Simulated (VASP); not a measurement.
# CdTe (F-43m) in VASP: a series of runs

One crystal, CdTe, is run at these levels: PBE+D3(BJ); tasks: relaxation of the atoms.

All numbers are computed with VASP 6.6.1; they aren't measurements. Logs are shortened: lines on timing, memory, paths and dates and some standing lists are left out, and cuts for length are marked.

**The experiment to reproduce.**

A printed reference work, data compilation reports, for a bulk crystal of CdTe at 0 K: band gap 1.607 eV.

How close the calculation comes is told below.

## Step 1: The crystal as given

The structure is cubic, space group F-43m (No. 216). Conventional cell: a = 6.522 Å, b = 6.522 Å, c = 6.522 Å, α = 90.00°, β = 90.00°, γ = 90.00°. Cd (site symmetry -43m) is surrounded by 4 Te at 2.82 Å. Te (site symmetry -43m) has 4 Cd at 2.82 Å as nearest neighbours.

## Step 2: Relaxation of the atoms, PBE+D3(BJ) (a relaxed cell with its volume scaled by 0.98)

File INCAR:

```
PREC = Accurate ; ENCUT = 600
EDIFF = 1E-7 ; ISMEAR = 0
SIGMA = 0.03 ; LREAL = False
LASPH = True ; NELM = 80
ALGO = Fast ; ISIF = 2
LWAVE = False ; LCHARG = False
GGA = PE ; IVDW = 12
IBRION = 2 ; NSW = 40
EDIFFG = -0.01
```

File KPOINTS:

```
Automatic mesh
0
Gamma
  8 8 8
```

File POSCAR:

```
CdTe                                    
1.0
    0.0000000000      3.2388792777      3.2388792777
    3.2388792777      0.0000000000      3.2388792777
    3.2388792777      3.2388792777      0.0000000000
  Cd              Te            
     1     1
Direct
     0.0000000000000000    0.0000000000000000    0.0000000000000000
     0.2500000000000000    0.2500000000000000    0.2500000000000000
```

Potentials or basis: VASP PAW PBE potentials, release 64 (Cd, Te).

Started as:

```sh
cat potpaw_PBE.64/Cd/POTCAR potpaw_PBE.64/Te/POTCAR > POTCAR
mpirun -np 1 vasp_std > vasp.out
```

OUTCAR:

```text
PREC = Accurate
   ENCUT = 600
   EDIFF = 1E-7
   ISMEAR = 0
   LREAL = False
   LASPH = True
   NELM = 80
   ISIF = 2
   GGA = PE
   IVDW = 12
   IBRION = 2
   NSW = 40
   EDIFFG = -0.01
 IVDW          = 12

 ion  position               nearest neighbor table
   1  0.000  0.000  0.000-   2 2.80   2 2.80   2 2.80   2 2.80
   2  0.250  0.250  0.250-   1 2.80   1 2.80   1 2.80   1 2.80

  LATTYP: Found a face centered cubic cell.
 ALAT       =     6.4777585554

  Lattice vectors:

 A1 = (   0.0000000000,   3.2388792777,   3.2388792777)
 A2 = (   3.2388792777,   0.0000000000,   3.2388792777)
 A3 = (   3.2388792777,   3.2388792777,   0.0000000000)

Analysis of symmetry for initial positions (statically):
=====================================================================
 Subroutine PRICEL returns:
 Original cell was already a primitive cell.

 Routine SETGRP: Setting up the symmetry group for a
 face centered cubic supercell.

 Subroutine GETGRP returns: Found 24 space group operations
 (whereof 24 operations were pure point group operations)
 out of a pool of 48 trial point group operations.

The static configuration has the point symmetry T_d .

Analysis of symmetry for dynamics (positions and initial velocities):
=====================================================================
 Subroutine PRICEL returns:
 Original cell was already a primitive cell.

 Routine SETGRP: Setting up the symmetry group for a
 face centered cubic supercell.

 Subroutine GETGRP returns: Found 24 space group operations
 (whereof 24 operations were pure point group operations)
 out of a pool of 48 trial point group operations.

The dynamic configuration has the point symmetry T_d .

 Subroutine INISYM returns: Found 24 space group operations
 (whereof 24 operations are pure point group operations),
 and found     1 'primitive' translations

----------------------------------------------------------------------------------------

                                     Primitive cell

  volume of cell :      67.9539

  direct lattice vectors                    reciprocal lattice vectors
     0.000000000  3.238879278  3.238879278    -0.154374386  0.154374386  0.154374386
     3.238879278  0.000000000  3.238879278     0.154374386 -0.154374386  0.154374386
     3.238879278  3.238879278  0.000000000     0.154374386  0.154374386 -0.154374386

  length of vectors
     4.580467001  4.580467001  4.580467001     0.267384280  0.267384280  0.267384280

  position of ions in fractional coordinates (direct lattice)
     0.000000000  0.000000000  0.000000000
     0.250000000  0.250000000  0.250000000

  ion indices of the primitive-cell ions
   primitive index   ion index
                 1           1
                 2           2

----------------------------------------------------------------------------------------

 KPOINTS: Automatic mesh

Automatic generation of k-mesh.
 Grid dimensions read from file:
 generate k-points for:    8    8    8

 Generating k-lattice:

  Cartesian coordinates                     Fractional coordinates (reciprocal lattice)
    -0.019296798  0.019296798  0.019296798     0.125000000  0.000000000  0.000000000
     0.019296798 -0.019296798  0.019296798     0.000000000  0.125000000  0.000000000
     0.019296798  0.019296798 -0.019296798     0.000000000  0.000000000  0.125000000

  Length of vectors
     0.033423035  0.033423035  0.033423035

  Shift w.r.t. Gamma in fractional coordinates (k-lattice)
     0.000000000  0.000000000  0.000000000

 Subroutine IBZKPT returns following result:
 ===========================================

 Found     29 irreducible k-points:

 Following reciprocal coordinates:
            Coordinates               Weight
  0.000000  0.000000  0.000000      1.000000
  0.125000  0.000000  0.000000      8.000000
  0.250000  0.000000  0.000000      8.000000
  0.375000  0.000000  0.000000      8.000000
  0.500000  0.000000  0.000000      4.000000
  0.125000  0.125000  0.000000      6.000000
[... 16 lines left out ...]
  0.500000  0.250000  0.125000     48.000000
 -0.375000  0.250000  0.125000     24.000000
 [... further k-points ...]
   k-points           NKPTS =     29   k-points in BZ     NKDIM =     29   number of bands    NBANDS=     13
   number of dos      NEDOS =    301   number of ions     NIONS =      2
   total plane-waves  NPLWV =  64000
   dimension x,y,z NGX =    40 NGY =   40 NGZ =   40
   dimension x,y,z NGXF=    80 NGYF=   80 NGZF=   80
   ions per type =               1   1
   NGX,Y,Z   is equivalent  to a cutoff of  14.52, 14.52, 14.52 a.u.
   NGXF,Y,Z  is equivalent  to a cutoff of  29.04, 29.04, 29.04 a.u.
 SYSTEM =  unknown system
   PREC   = accura    normal or accurate (medium, high low for compatibility)
   ISTART =      0    job   : 0-new  1-cont  2-samecut
   ICHARG =      2    charge: 1-file 2-atom 10-const
   ISPIN  =      1    spin polarized calculation?
   LNONCOLLINEAR =      F non collinear calculations
   LSORBIT =      F    spin-orbit coupling
   LASPH  =      T    aspherical Exc in radial PAW
   ENCUT  =  600.0 eV  44.10 Ry    6.64 a.u.   9.15  9.15  9.15*2*pi/ulx,y,z
   NELM   =     80;   NELMIN=  2; NELMDL= -5     # of ELM steps
   EDIFF  = 0.1E-06   stopping-criterion for ELM
   LREAL  =      F    real-space projection
   EDIFFG = -.1E-01   stopping-criterion for IOM
   NSW    =     40    number of steps for IOM
   IBRION =      2    ionic relax: 0-MD 1-quasi-New 2-CG
   NFREE  =      1    steps in history (QN), initial steepest desc. (CG)
   ISIF   =      2    stress and relaxation
   ISYM   =      2    0-nonsym 1-usesym 2-fastsym
   POTIM  = 0.5000    time-step for ionic-motion
   TEBEG  =    0.0;   TEEND  =   0.0 temperature during run
   PSTRESS=    0.0 pullay stress
   NELECT =      18.0000    total number of electrons
   NUPDOWN=      -1.0000    fix difference up-down
   EMIN   =  10.00;   EMAX   =-10.00  energy-range for DOS
   EFERMI =   0.00;   METHOD = LEGACY
   ISMEAR =     0;   SIGMA  =   0.03  broadening in eV -4-tet -1-fermi 0-gaus
   EFERMI_NEDOS =   21; number of points for ismear=-14 and -15
   IALGO  =     68    algorithm
   IMIX   =      4    mixing-type and parameters
     AMIX     =   0.40;   BMIX     =  1.00
     AMIX_MAG =   1.60;   BMIX_MAG =  1.00
  volume/ion in A,a.u.               =      33.98       229.29
  Fermi-wavevector in a.u.,A,eV,Ry     =   1.051383  1.986826 15.039962  1.105406
  Thomas-Fermi vector in A             =   2.186424
   LORBIT       =      0    0 simple, 1 ext, 2 COOP (PROOUT), +10 PAW based schemes
   GGA     = PE    functional components
   LHFCALC =     F    Hartree Fock is set to
   AEXX    =    0.0000 exact exchange contribution
   IVDW    =    12    specifies the selected vdW correction
   LEPSILON=     F    determine dielectric tensor
   LRPA    =     F    only Hartree local field effects (RPA)
 conjugate gradient relaxation of ions
 non-spin polarized calculation
 RMM-DIIS sequential band-by-band and
 Gauss-broadening in eV      SIGMA  =   0.03
  energy-cutoff  :      600.00
  volume of cell :       67.95
 maximum number of plane-waves:      2280
 NGX is ok and might be reduce to    40
   NGX = 19   NGY = 19   NGZ = 19

 number of electron      17.9999998 magnetization

 Free energy of the ion-electron system (eV)
  ---------------------------------------------------
  ext. energy  EPLUGINS =         0.00000000
  ---------------------------------------------------
  free energy    TOTEN  =        -4.77335487 eV

  energy without entropy =       -4.77335487  energy(sigma->0) =       -4.77335487

 E-fermi :   2.5359     XC(G=0):  -8.5910

 val. band max:        2.3604009145   @ k =   0.0000   0.0000   0.0000
 cond. band min:       3.1365441524   @ k =   0.0000   0.0000   0.0000
 fundamental gap:      0.7761432379
 Fermi energy:         2.5358695872

 k-point     1 :       0.0000    0.0000    0.0000
  band No.  band energies     occupation
      1      -8.8212      2.00000
      2      -5.9317      2.00000
      3      -5.9317      2.00000
      4      -5.9317      2.00000
      5      -5.6701      2.00000
      6      -5.6701      2.00000
      7       2.3604      2.00000
      8       2.3604      2.00000
      9       2.3604      2.00000
     10       3.1365      0.00000
     11       6.9618      0.00000
     12       6.9618      0.00000
     13       6.9618      0.00000

 k-point     2 :       0.1250    0.0000    0.0000
  band No.  band energies     occupation
      1      -8.7627      2.00000
      2      -5.9206      2.00000
      3      -5.9206      2.00000
      4      -5.8860      2.00000
      5      -5.6710      2.00000
      6      -5.6710      2.00000
      7       1.1361      2.00000
      8       2.2225      2.00000
      9       2.2225      2.00000
     10       4.0146      0.00000
     11       6.9501      0.00000
     12       7.1738      0.00000
     13       7.1738      0.00000

 k-point     3 :       0.2500    0.0000    0.0000
  band No.  band energies     occupation
      1      -8.6210      2.00000
      2      -5.8958      2.00000
      3      -5.8958      2.00000
      4      -5.7323      2.00000
      5      -5.6705      2.00000
      6      -5.6705      2.00000
      7      -0.3695      2.00000
      8       1.9306      2.00000
      9       1.9306      2.00000
     10       4.3543      0.00000
     11       7.5118      0.00000
     12       7.5118      0.00000
     13       7.7347      0.00000
[... 305 lines left out ...]
 k-point    23 :       0.5000    0.2500    0.1250
  band No.  band energies     occupation
      1      -8.4080      2.00000
      2      -5.8479      2.00000
      3      -5.8379      2.00000
      4      -5.6979      2.00000
      5      -5.6603      2.00000
      6      -5.3589      2.00000
      7      -1.5147      2.00000
      8       0.4116      2.00000
      9       1.2387      2.00000
     10       5.6180      0.00000
     11       6.9230      0.00000
     12       7.8246      0.00000
     13       9.0962      0.00000

 k-point    24 :      -0.3750    0.2500    0.1250
  band No.  band energies     occupation
      1      -8.3639      2.00000
      2      -5.8428      2.00000
      3      -5.8305      2.00000
      4      -5.6858      2.00000
      5      -5.6647      2.00000
      6      -5.2208      2.00000
      7      -1.8828      2.00000
      8       0.2901      2.00000
      9       1.0904      2.00000
     10       5.6009      0.00000
     11       6.9591      0.00000
     12       8.3442      0.00000
     13       9.5561      0.00000

 [... further k-points ...]

------------------------ aborting loop because EDIFF is reached ----------------------------------------

 Edisp (eV)   -0.68497

 E8    (eV) :    -0.3077

  FORCE on cell =-STRESS in cart. coord.  units (eV):
  Direction    XX          YY          ZZ          XY          YZ          ZX
  --------------------------------------------------------------------------------------
  -------------------------------------------------------------------------------------
  Total       0.36065     0.36065     0.36065     0.00000     0.00000     0.00000
  in kB       8.50313     8.50313     8.50313     0.00000     0.00000     0.00000
  external pressure =        8.50 kB  Pullay stress =        0.00 kB

 VOLUME and BASIS-vectors are now :
 -----------------------------------------------------------------------------
  energy-cutoff  :      600.00
  volume of cell :       67.95
      direct lattice vectors                 reciprocal lattice vectors
     0.000000000  3.238879278  3.238879278    -0.154374386  0.154374386  0.154374386
     3.238879278  0.000000000  3.238879278     0.154374386 -0.154374386  0.154374386
     3.238879278  3.238879278  0.000000000     0.154374386  0.154374386 -0.154374386

 POSITION                                       TOTAL-FORCE (eV/Angst)
 -----------------------------------------------------------------------------------
      0.00000      0.00000      0.00000        -0.000000     -0.000000      0.000000
      1.61944      1.61944      1.61944         0.000000      0.000000     -0.000000
 -----------------------------------------------------------------------------------
    total drift:                               -0.000000     -0.000000     -0.000000

  FREE ENERGIE OF THE ION-ELECTRON SYSTEM (eV)
  ---------------------------------------------------
  free  energy   TOTEN  =        -5.4583229365 eV

  energy  without entropy=       -5.4583229365  energy(sigma->0) =       -5.45832294

 reached required accuracy - stopping structural energy minimisation
```

It took 17 s on 1 thread of Intel Xeon 6975P-C (Granite Rapids), shared host; peak memory 0.25 GiB.

What came out:

```yaml
Free_energy: -5.4583 eV
Pressure_after_relaxing: 0.9 GPa
Band_gap_on_the_k_mesh: 0.78 eV, direct
Dispersion_energy_per_atom: -0.342 eV
```

Final structure:
```xyz
2
Lattice="0.0000 3.2389 3.2389 3.2389 0.0000 3.2389 3.2389 3.2389 0.0000" Properties=species:S:1:pos:R:3 pbc="T T T"
Cd    0.0000    0.0000    0.0000
Te    1.6194    1.6194    1.6194
```

Caveat: the relaxation stopped at its first step, so nothing moved; spin-orbit coupling is left out, which moves the levels of the heavy elements.

[end of part 1 of 2]
